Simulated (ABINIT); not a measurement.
# Quasiparticle gap of BN (Qingsongite) in ABINIT, part 2 of 3

Aim: the G0W0 gap of BN (Qingsongite) on PBE, step by step.

ABINIT 10.8.3; PBE and many-body steps on it, plane waves. Known limits of the many-body steps: not at the basis limit; coarse k mesh.

So far. Step 2 (Ground state): The gap is indirect, with the least direct gap 4.34 eV higher.

## Step 3: Bands along the symmetry lines

Level of this step: DFT, PBE, plane waves, norm-conserving pseudopotentials (ABINIT).

The cheap functional maps the bands first; the places of the edges decide which points the dearer methods must see.

The input, run.abi:

```
acell 3*1.0 Angstrom
rprim 
  -0.000000000000 1.807500000000 1.807500000000
  1.807500000000 0.000000000000 1.807500000000
  1.807500000000 1.807500000000 -0.000000000000
ntypat 2
znucl 5 7
natom 2
typat 1 2
xred 
  0.000000000000 0.000000000000 0.000000000000
  0.250000000000 0.250000000000 0.250000000000
pp_dirpath "pseudos"
pseudos "B.upf, N.upf"
ecut 36
iscf -2
irdden 1
kptopt 0
nkpt 50
kpt 
  0.00000000 0.00000000 0.00000000
  -0.06250000 -0.06250000 0.00000000
  -0.12500000 -0.12500000 0.00000000
  -0.18750000 -0.18750000 0.00000000
  -0.25000000 -0.25000000 0.00000000
  -0.31250000 -0.31250000 0.00000000
  -0.37500000 -0.37500000 0.00000000
  -0.43750000 -0.43750000 0.00000000
  -0.50000000 -0.50000000 0.00000000
  -0.48437500 -0.48437500 0.03125000
  -0.46875000 -0.46875000 0.06250000
  -0.45312500 -0.45312500 0.09375000
  -0.43750000 -0.43750000 0.12500000
  -0.42187500 -0.42187500 0.15625000
  -0.40625000 -0.40625000 0.18750000
  -0.39062500 -0.39062500 0.21875000
  -0.37500000 -0.37500000 0.25000000
  -0.37500000 0.00000000 0.37500000
  -0.32812500 0.00000000 0.32812500
  -0.28125000 0.00000000 0.28125000
  -0.23437500 0.00000000 0.23437500
  -0.18750000 0.00000000 0.18750000
  -0.14062500 0.00000000 0.14062500
  -0.09375000 0.00000000 0.09375000
  -0.04687500 0.00000000 0.04687500
  0.00000000 0.00000000 0.00000000
  0.00000000 0.00000000 0.06250000
  0.00000000 0.00000000 0.12500000
  0.00000000 0.00000000 0.18750000
  0.00000000 0.00000000 0.25000000
  0.00000000 0.00000000 0.31250000
  0.00000000 0.00000000 0.37500000
  0.00000000 0.00000000 0.43750000
  -0.00000000 -0.00000000 0.50000000
  -0.06250000 -0.03125000 0.46875000
  -0.12500000 -0.06250000 0.43750000
  -0.18750000 -0.09375000 0.40625000
  -0.25000000 -0.12500000 0.37500000
  -0.31250000 -0.15625000 0.34375000
  -0.37500000 -0.18750000 0.31250000
  -0.43750000 -0.21875000 0.28125000
  -0.50000000 -0.25000000 0.25000000
  -0.50000000 -0.28125000 0.21875000
  -0.50000000 -0.31250000 0.18750000
  -0.50000000 -0.34375000 0.15625000
  -0.50000000 -0.37500000 0.12500000
  -0.50000000 -0.40625000 0.09375000
  -0.50000000 -0.43750000 0.06250000
  -0.50000000 -0.46875000 0.03125000
  -0.50000000 -0.50000000 0.00000000
istwfk *1
nband 11
nbdbuf 2
tolwfr 1e-08
nstep 40
prtwf 0
prtvol 0
indata_prefix "in"
outdata_prefix "out"
tmpdata_prefix "tmp"
```

Started as:

```bash
$ OMP_NUM_THREADS=1 mpirun -n 4 abinit run.abi > log
```

Numbers of over 12 decimals in the logs are rounded to 6 here.

The program printed:

```text
.Version 10.8.3 of ABINIT. v10.8.2 released Aug 2026.

 Symmetries : space group F-4 3 m (#216); Bravais cF (face-center cubic)
[... echo of the input left out ...]
== DATASET  1 ==================================================================
-   mpi_nproc: 4, omp_nthreads: 1 (-1 if OMP is not activated)

--- !DatasetInfo
iteration_state: {dtset: 1, }
dimensions: {natom: 2, nkpt: 50, mband: 11, nsppol: 1, nspinor: 1, nspden: 1, mpw: 869, }
cutoff_energies: {ecut:  36.0, pawecutdg:  -1.0, }
electrons: {nelect:   8.00000000E+00, charge:   0.00000000E+00, occopt:   1.00000000E+00, tsmear:   1.00000000E-02, }

 Real(R)+Recip(G) space primitive vectors, cartesian coordinates (Bohr,Bohr^-1):
 R(1)=  0.0000000  3.4156800  3.4156800  G(1)= -0.1463837  0.1463837  0.1463837
 R(2)=  3.4156800  0.0000000  3.4156800  G(2)=  0.1463837 -0.1463837  0.1463837
 R(3)=  3.4156800  3.4156800  0.0000000  G(3)=  0.1463837  0.1463837 -0.1463837
 Unit cell volume ucvol=  7.9700586E+01 bohr^3
 Angles (23,13,12)=  6.00000000E+01  6.00000000E+01  6.00000000E+01 degrees

 getcut: wavevector=  0.0000  0.0000  0.0000  ngfft=  30  30  30
         ecut(hartree)=     36.000   => boxcut(ratio)=   2.30194

 getcut : COMMENT -
  Note that boxcut > 2.2 ; recall that boxcut=Gcut(box)/Gcut(sphere) = 2
  is sufficient for exact treatment of convolution.
  Such a large boxcut is a waste : you could raise ecut
  e.g. ecut=   47.690509 Hartrees makes boxcut=2

--- Pseudopotential description ------------------------------------------------
- B Generated using ONCVPSP code by D. R. Hamann
-  5.00000   3.00000  171031                  znucl, zion, pspdat
12 -101130 1 -1 1534                          pspcod,pspxc,lmax,lloc,mmax
     nproj     2     2
  pspatm : epsatm=    3.38844616
         --- l  ekb(1:nproj) -->
             0    8.382104    1.234201
             1   -3.719492   -0.867526
 pspatm: atomic psp has been read  and splines computed

- N Generated using ONCVPSP code by D. R. Hamann
-  7.00000   5.00000  171031                  znucl, zion, pspdat
12 -101130 1 -1 1058                          pspcod,pspxc,lmax,lloc,mmax
     nproj     2     2
  pspatm : epsatm=    5.20977870
         --- l  ekb(1:nproj) -->
             0    7.494509    0.636305
[...]
pspatm: atomic psp has been read  and splines computed

--------------------------------------------------------------------------------

================================================================================
 prteigrs : about to open file out_EIG
 Non-SCF case, kpt    1 (  0.00000  0.00000  0.00000), residuals and eigenvalues=
  3.63E-09  1.60E-09  3.17E-09  5.09E-09  1.41E-09  2.39E-09  4.64E-09  8.61E-09
[...]
-4.4062E-01  3.0209E-01  3.0209E-01  3.0209E-01  6.2836E-01  6.2836E-01
  6.2836E-01  6.8304E-01  1.2115E+00  1.3357E+00  1.3401E+00
[...]
2.44E-09  5.19E-10  7.21E-10  4.52E-09  4.15E-09  4.50E-09  5.55E-09  6.02E-09
[...]
-4.2207E-01  2.5628E-01  2.6132E-01  2.6132E-01  6.0371E-01  6.8440E-01
  6.8440E-01  7.2542E-01  1.0748E+00  1.2549E+00  1.3632E+00
[...]
Non-SCF case, kpt   49 ( -0.50000 -0.46875  0.03125), residuals and eigenvalues=
[...]
-2.3481E-01 -2.4246E-02  1.1910E-01  1.1965E-01  4.7418E-01  6.4952E-01
  9.5633E-01  9.5955E-01  1.0628E+00  1.2999E+00  1.5362E+00
 Non-SCF case, kpt   50 ( -0.50000 -0.50000  0.00000), residuals and eigenvalues=
[...]
-2.3521E-01 -2.5226E-02  1.2176E-01  1.2176E-01  4.6875E-01  6.4539E-01
  9.6028E-01  9.6028E-01  1.0651E+00  1.3031E+00  1.5460E+00

--- !ResultsGS
iteration_state: {dtset: 1, }
comment   : Summary of ground state results
lattice_vectors:
- [ -0.0000000,   3.4156800,   3.4156800, ]
- [  3.4156800,   0.0000000,   3.4156800, ]
- [  3.4156800,   3.4156800,  -0.0000000, ]
lattice_lengths: [   4.83050,    4.83050,    4.83050, ]
lattice_angles: [ 60.000,  60.000,  60.000, ] # degrees, (23, 13, 12)
lattice_volume:   7.9700586E+01
convergence: {deltae:  0.000E+00, res2:  0.000E+00, residm:  9.954E-09, diffor:  0.000E+00, }
etotal    :  -1.34025025E+01
entropy   :   0.00000000E+00
fermie    :   3.02092262E-01
cartesian_stress_tensor: null
pressure_GPa: null
xred      :
- [  0.0000E+00,   0.0000E+00,   0.0000E+00,  B]
- [  2.5000E-01,   2.5000E-01,   2.5000E-01,  N]
cartesian_forces: null
force_length_stats: {min: null, max: null, mean: null, }

 Integrated electronic density in atomic spheres:
 ------------------------------------------------
 Atom  Sphere_radius  Integrated_density
[...]
================================================================================

 ----iterations are completed or convergence reached----

 Mean square residual over all n,k,spin=   42.205E-10; max=  99.540E-10
 reduced coordinates (array xred) for    2 atoms
[...]
cartesian coordinates (angstrom) at end:
    1      0.000000     0.000000     0.000000
    2      0.903750     0.903750     0.903750
 length scales=  1.889726125908  1.889726125908  1.889726125908 bohr
              =  1.000000000000  1.000000000000  1.000000000000 angstroms
 prteigrs : about to open file out_EIG
 Eigenvalues (hartree) for nkpt=  50  k points:
 kpt#   1, nband= 11, wtk=  1.00000, kpt=  0.0000  0.0000  0.0000 (reduced coord)
[...]
kpt#   2, nband= 11, wtk=  1.00000, kpt= -0.0625 -0.0625  0.0000 (reduced coord)
[...]
kpt#   3, nband= 11, wtk=  1.00000, kpt= -0.1250 -0.1250  0.0000 (reduced coord)
[...]
kpt#  49, nband= 11, wtk=  1.00000, kpt= -0.5000 -0.4687  0.0313 (reduced coord)
  -0.23481   -0.02425    0.11910    0.11965    0.47418    0.64952    0.95633    0.95955
   1.06281    1.29990    1.53616
 kpt#  50, nband= 11, wtk=  1.00000, kpt= -0.5000 -0.5000  0.0000 (reduced coord)
  -0.23521   -0.02523    0.12176    0.12176    0.46875    0.64539    0.96028    0.96028
   1.06505    1.30307    1.54598

== END DATASET(S) ==============================================================
================================================================================

 -outvars: echo values of variables after computation  --------
            nband          11
             nkpt          50
          spgroup         216
 [... the other variables as echoed above ...]

 Calculation completed.
```

Run time: 2.5 s. Hardware: 4 MPI ranks of Intel Xeon 6975P-C (Granite Rapids), shared host; peak memory 0.07 GiB.

This step gave:

```
gap                        : 4.535 eV
k of the valence top       : 0, 0, 0
k of the conduction bottom : -0.5, -0.5, 0
least direct gap           : 8.878 eV
```

The gap is 4.535 eV, as in the run before at this level.

Electronic bands along the path, in eV, zero at the top of the highest filled band; v1 is the highest filled band, c1 the lowest empty one:

```csv
point,v4,v3,v2,v1,c1,c2,c3,c4
Γ,-20.21,0.00,0.00,0.00,8.88,8.88,8.88,10.37
halfway,-18.25,-3.97,-3.01,-3.01,6.86,11.62,13.48,13.48
X,-14.62,-8.91,-4.91,-4.91,4.54,9.34,17.91,17.91
halfway,-14.55,-8.69,-5.96,-4.69,5.49,10.28,17.32,17.54
U,-14.54,-8.12,-7.66,-4.08,6.98,12.95,15.84,16.68
jump to K,-14.54,-8.12,-7.66,-4.08,6.98,12.95,15.84,16.68
halfway,-18.03,-5.73,-3.91,-1.12,10.71,10.76,11.24,13.58
Γ,-20.21,0.00,0.00,0.00,8.88,8.88,8.88,10.37
halfway,-18.73,-5.47,-1.13,-1.13,9.70,10.40,10.40,13.57
L,-15.99,-10.68,-1.94,-1.94,10.21,10.78,10.78,15.26
halfway,-15.29,-9.69,-4.82,-3.45,9.66,11.24,14.40,15.79
W,-14.31,-7.58,-6.96,-6.50,9.65,13.35,14.61,14.69
halfway,-14.47,-8.49,-5.77,-5.71,6.58,11.00,16.25,17.43
X,-14.62,-8.91,-4.91,-4.91,4.54,9.34,17.91,17.91
```

The electronic bands as a text plot (rows in eV, shown from -8.0 to 10.5 only):

```
   10.1 |+ ++     +    +      ++ ++++ ++   +++++++++++        ++
    9.4 | +        ++++     ++     +++  +++++         ++++++    +
    8.6 |++                           ++                    +
    7.8 |  +++             +
    7.1 |     ++          +
    6.3 |       ++       +                                   +
    5.5 |         +    ++                                     +
    4.7 |          ++++                                        ++
    4.0 |
    3.2 |
    2.4 |
    1.7 |
    0.9 |
    0.1 |*                         ******
   -0.7 | *                      **  *  ****
   -1.4 |  **                   *  **       ****
   -2.2 |    *                ** ****    **     *****
   -3.0 |     **            **                      **
   -3.8 |     ****        **    ***        *         **
   -4.5 |         ********                            **
   -5.3 |       **    *       **            *           *     ***
   -6.1 |              **   **  *                      * * ***
   -6.8 |         *           **                        ****
   -7.6 |                ***                 **          ***
         Γ           X  U|K            Γ         L        W     X
```

## Step 4: Empty states on the mesh, 6×6×6 mesh, 99 bands

The sums over transitions need many empty states on a uniform mesh; this step solves for them.

The input, run.abi:

```
acell 3*1.0 Angstrom
rprim 
  -0.000000000000 1.807500000000 1.807500000000
  1.807500000000 0.000000000000 1.807500000000
  1.807500000000 1.807500000000 -0.000000000000
ntypat 2
znucl 5 7
natom 2
typat 1 2
xred 
  0.000000000000 0.000000000000 0.000000000000
  0.250000000000 0.250000000000 0.250000000000
pp_dirpath "pseudos"
pseudos "B.upf, N.upf"
ecut 36
ngkpt 6 6 6
nshiftk 1
shiftk 0 0 0
kptopt 1
chksymbreak 0
irdden 1
istwfk *1
nband 99
prtvol 0
optdriver 6
gwr_task "HDIAGO"
paral_kgb 0
occopt 1
indata_prefix "in"
outdata_prefix "out"
tmpdata_prefix "tmp"
```

The program printed:

```text
[banner, memory and clock lines left out]
.Version 10.8.3 of ABINIT. v10.8.2 released Aug 2026.

 Symmetries : space group F-4 3 m (#216); Bravais cF (face-center cubic)
[... echo of the input left out ...]
== DATASET  1 ==================================================================
-   mpi_nproc: 4, omp_nthreads: 1 (-1 if OMP is not activated)

--- !DatasetInfo
iteration_state: {dtset: 1, }
dimensions: {natom: 2, nkpt: 16, mband: 99, nsppol: 1, nspinor: 1, nspden: 1, mpw: 869, }
cutoff_energies: {ecut:  36.0, pawecutdg:  -1.0, }
electrons: {nelect:   8.00000000E+00, charge:   0.00000000E+00, occopt:   1.00000000E+00, tsmear:   1.00000000E-02, }

.Using double precision arithmetic; gwpc =  8

- Reading GS density from: in_DEN

--- Pseudopotential description ------------------------------------------------
- B Generated using ONCVPSP code by D. R. Hamann
-  5.00000   3.00000  171031                  znucl, zion, pspdat
12 -101130 1 -1 1534                          pspcod,pspxc,lmax,lloc,mmax
     nproj     2     2
  pspatm : epsatm=    3.38844616
         --- l  ekb(1:nproj) -->
             0    8.382104    1.234201
             1   -3.719492   -0.867526
 pspatm: atomic psp has been read  and splines computed

- N Generated using ONCVPSP code by D. R. Hamann
-  7.00000   5.00000  171031                  znucl, zion, pspdat
12 -101130 1 -1 1058                          pspcod,pspxc,lmax,lloc,mmax
     nproj     2     2
  pspatm : epsatm=    5.20977870
         --- l  ekb(1:nproj) -->
             0    7.494509    0.636305
             1   -4.293905   -1.006988
 pspatm: atomic psp has been read  and splines computed

   6.87857989E+01                                ecore*ucvol(ha*bohr**3)

 Total charge density [el/Bohr^3]
)     Maximum=    5.6373E-01  at reduced coord.    0.2000    0.2000    0.4000
)     Minimum=    7.6975E-03  at reduced coord.    0.0000    0.0000    0.0000
   Integrated=    8.0000E+00

 === KS gaps after direct diagonalization ===
 Indirect band gap semiconductor
 Fundamental gap:     4.535 (eV)
   VBM:     8.220 (eV) at k: [ 0.0000E+00,  0.0000E+00,  0.0000E+00]
   CBM:    12.755 (eV) at k: [ 5.0000E-01,  5.0000E-01,  0.0000E+00]
 Direct gap:         8.878 (eV) at k: [ 0.0000E+00,  0.0000E+00,  0.0000E+00]

== END DATASET(S) ==============================================================

 -outvars: echo values of variables after computation  --------
           etotal      0.0000000000E+00
            nband          99
             nkpt          16
          spgroup         216
 [... the other variables as echoed above ...]

 Calculation completed.
```

Run time: 3.1 s. Hardware: 4 MPI ranks; peak memory 0.34 GiB.

This step gave:

- gap: 4.535 eV
- k of the valence top: 0, 0, 0
- k of the conduction bottom: 0.5, 0.5, 0
- least direct gap: 8.878 eV
- k points computed: 16
- lowest point of the top converged band, above the valence top: 192.0699 eV

On this mesh the gap is 4.535 eV.

## Step 5: Screening, 6×6×6 mesh, 91 bands, screening to 261.2 eV

The RPA dielectric matrix is built and inverted for each q.

This step: RPA screening on PBE, plane waves, norm-conserving pseudopotentials.

run.abi, as its differences from that of step 4:

```diff
@@ -20,10 +20,11 @@
 chksymbreak 0
-irdden 1
 istwfk *1
-nband 99
-prtvol 0
-optdriver 6
-gwr_task "HDIAGO"
-paral_kgb 0
 occopt 1
+irdwfk 1
+optdriver 3
+nband 91
+ecuteps 9.6
+inclvkb 2
+awtr 1
+symchi 1
 indata_prefix "in"
```

The program printed:

```text
.Version 10.8.3 of ABINIT. v10.8.2 released Aug 2026.

 Symmetries : space group F-4 3 m (#216); Bravais cF (face-center cubic)
[... echo of the input left out ...]
== DATASET  1 ==================================================================
-   mpi_nproc: 4, omp_nthreads: 1 (-1 if OMP is not activated)

--- !DatasetInfo
iteration_state: {dtset: 1, }
dimensions: {natom: 2, nkpt: 16, mband: 91, nsppol: 1, nspinor: 1, nspden: 1, mpw: 869, }
cutoff_energies: {ecut:  36.0, pawecutdg:  -1.0, }
electrons: {nelect:   8.00000000E+00, charge:   0.00000000E+00, occopt:   1.00000000E+00, tsmear:   1.00000000E-02, }

 SCREENING: Calculation of the susceptibility and dielectric matrices

 Based on a program developped by R.W. Godby, V. Olevano, G. Onida, and L. Reining.
 Incorporated in ABINIT by V. Olevano, G.-M. Rignanese, and M. Torrent.
.Using double precision arithmetic ; gwpc =  8

[... cell and pseudopotentials left out ...]
--------------------------------------------------------------------------------

 ==== K-mesh for the wavefunctions ====
 Number of points in the irreducible wedge :    16
[... list of points left out ...]
 Together with 24 symmetry operations and time-reversal symmetry
 yields   216 points in the full Brillouin Zone.

 ==== Q-mesh for the screening function ====
 Number of points in the irreducible wedge :    16
[... list of points left out ...]
 Together with 24 symmetry operations and time-reversal symmetry
 yields   216 points in the full Brillouin Zone.

 setmesh: FFT mesh size selected  =    20x   20x   20
          total number of points  =         8000

 vcoul_init : cutoff-mode = AUXILIARY_FUNCTION
 q-points for optical limit:   1
     1)      0.000010    0.000020    0.000030

- screening: taking advantage of time-reversal symmetry
- Maximum band index for partially occupied states nbvw = 4
- Remaining bands to be divided among processors   nbcw = 87
- Number of bands treated by each node ~21

 Number of electrons calculated from density =    8.0000; Expected =    8.0000
 average of density, n =  0.100376
 r_s =    1.3348
 omega_plasma =   30.5612 [eV]

 calculating chi0 at frequencies [eV] :
  1    0.000000E+00    0.000000E+00
  2    0.000000E+00    3.056116E+01

--------------------------------------------------------------------------------
  q-point number  1        q = ( 0.000000, 0.000000, 0.000000) [r.l.u.]
--------------------------------------------------------------------------------
[... chi0 elements left out ...]
 For q-point:  0.000010 0.000020 0.000030
  dielectric constant =   4.3902
  dielectric constant without local fields =   4.7430

  Average fulfillment of the sum rule on Im[epsilon] for q-point    1 :     92.40  [%]
[... wings left out ...]
  q-point number  2        q = ( 0.166667, 0.000000, 0.000000) [r.l.u.]
--------------------------------------------------------------------------------
[... chi0 elements left out ...]
  Average fulfillment of the sum rule on Im[epsilon] for q-point    2 :     98.59  [%]

 [... 14 further q-points ...]
```

Wall time 8.8 s (4 MPI ranks); peak memory 0.53 GiB.

This step gave:

- ε∞ with local fields, on this mesh, along the program's q direction: 4.390
- the same without local fields: 4.743
- plasma frequency: 30.56 eV
- plane waves in the screening matrix: 113

Local fields lower ε∞ by 7 %. On a Γ-centred mesh this coarse the value itself is usually too large, while a short band sum pulls it down.

(Continued in part 3 of 3.)

[Paths, hosts, dates, memory and timing lines, banners, echoed tables and standing remarks are left out of the program output.]

[Logs are printed without paths, hosts, clocks, repeated set-up lines and the standing remarks that a program may print on its own settings, such as how far it seeks lower states.]

[Runs of the session that timed out or met a known fault of the program may be left out.]

[Hosts, paths, dates, database ids (printed as entryN), source tags and the programs' standing remarks are cut or masked in the printed files.]

[G0W0 gaps are taken among the corrected bands and points alone; a level outside them can change the order at an edge.]

[Where Ansatz stands beside ABINIT at settings called matched, ABINIT's density can come from a denser mesh and the files from another edition; pairs whose starting gaps differed by over 0.03 eV were left out, so agreement reads better than it is.]
